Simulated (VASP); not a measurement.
The system is P, a slab with vacuum.

```
CELL_PARAMETERS angstrom
3.28373 0.00000 0.00000
0.00000 34.85703 0.00000
0.00000 0.00000 4.63208
ATOMIC_POSITIONS crystal
P 0.50000 0.97026 0.90785
P 0.50000 0.02974 0.09215
P 0.00000 0.02974 0.40785
P 0.00000 0.97026 0.59215
```

The slab is cut from a database's or a generator's crystal, which needn't be the stable form of the element.

Base run:

```yaml
Program: VASP 6.6.1
Functional: HSE03
Potentials_or_basis: VASP PAW PBE potentials, release 64 (P)
Cutoff: 520 eV
k_mesh: 6 × 1 × 4
Occupations: gaussian, width 0.02 eV
Spin: no spin polarisation
```

Its results: band gap on the k mesh 1.45 eV, direct; largest force 0.128 eV/Å.

Question: The run is repeated on the same cell with these changes: functional from HSE03 to PBE0. What comes out?

Answer: Band gap on the k mesh 2.38 eV, direct; largest force 0.144 eV/Å.

Caveats: the PAW data sets were made with another functional, which shifts forces and pressure a little.
